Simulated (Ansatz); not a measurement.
Ir:

```
Ir
1.0
     0.00000    1.91560    1.91560
     1.91560    0.00000    1.91560
     1.91560    1.91560    0.00000
Ir
1
Direct
  0.00000 0.00000 0.00000
```

Base run:

```yaml
Program: Ansatz 0.2.0
Functional: PBEsol
Potentials_or_basis: all-electron LAPW, scalar-relativistic
Cutoff: 284 eV
Density_cutoff: 1137 eV
Basis_error_allowed: 0.001 eV/atom
k_mesh: 12 × 12 × 12
Occupations: fermi-dirac, width 0.05 eV
Spin: no spin polarisation
```

Its results: pressure -0.7 GPa.

Q: The run is repeated on the same cell with these changes: functional from PBEsol to revPBE. What comes out?

A: Pressure 14.1 GPa.

revPBE binds less tightly than PBEsol, so the same cell stands under more pressure.

Not every run made on this cell is shown here.
